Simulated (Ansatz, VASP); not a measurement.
## One calculation of Hf, two programs

Contents of INCAR:

```
SYSTEM = Hf
PREC = Accurate
ENCUT = 520
EDIFF = 1E-6
ISMEAR = -1
SIGMA = 0.05
LREAL = .FALSE.
LASPH = .TRUE.
NELM = 100
ALGO = Normal
ISIF = 2
LWAVE = .FALSE.
LCHARG = .FALSE.
GGA = PE
NBANDS = 17
```

File KPOINTS:

```
regular mesh
0
G
  14 14 14
  0 0 0
```

File POSCAR:

```
Hf
1.0
   -2.1233267758      2.1233267758      1.1634150560
    2.1233267758     -2.1233267758      1.1634150560
    2.1233267758      2.1233267758     -1.1634150560
Hf
2
Direct
   -0.3750000000     -0.1250000000     -0.2500000000
    0.3750000000      0.1250000000      0.2500000000
```

Input for Ansatz:

```yaml
crystal:
  lattice:
    - [-2.1233267758, 2.1233267758, 1.163415056]
    - [2.1233267758, -2.1233267758, 1.163415056]
    - [2.1233267758, 2.1233267758, -1.163415056]
  atoms:
    - { symbol: Hf, position: [-0.375, -0.125, -0.25] }
    - { symbol: Hf, position: [0.375, 0.125, 0.25] }
kpoints:
  mp_grid: { grid: [14, 14, 14] }
scf:
  occupations: { method: fermi_dirac, width: 0.05 }
hamiltonian:
  xc: pbe
  pseudopotentials: { kind: paw }
output:
  forces: true
  stress: true
  eigenvalues: true
  populations: true
  write_density: true
  write_potential: true
  elf: true
  volumetric_format: npy
```

Change from the starting cell: volume scaled by 0.45, PAW files.

Alike in both runs: task single point; functional PBE; k mesh 14 × 14 × 14; occupations fermi-dirac, width 0.05 eV; no spin polarisation.

|  | VASP | Ansatz |
| --- | --- | --- |
| version | VASP 6.6.1 | Ansatz 0.2.0 |
| potentials or method | VASP PAW PBE potentials, release 64 (Hf_pv) | PAW with Ansatz's default frozen-core files, scalar-relativistic |
| plane-wave cutoff (eV) | 520 | 420 |
| valence electrons in the cell | 20 | 52 |

VASP gave:

- pressure (GPa): 316.9
- largest component of the traceless stress (GPa): 1.61

Problem. Which values does Ansatz return?

Solution. Pressure (GPa): 324.2; largest component of the traceless stress (GPa): 0.03.

The two sets of potentials don't hold the same shells in valence.

Caveats: the cell as given lies far from equilibrium; so large a pressure means that the cell lies far from this level's equilibrium, or that cutoff or potentials fall short (VASP). The runs have no spin-orbit coupling, so splittings on Hf are missing.
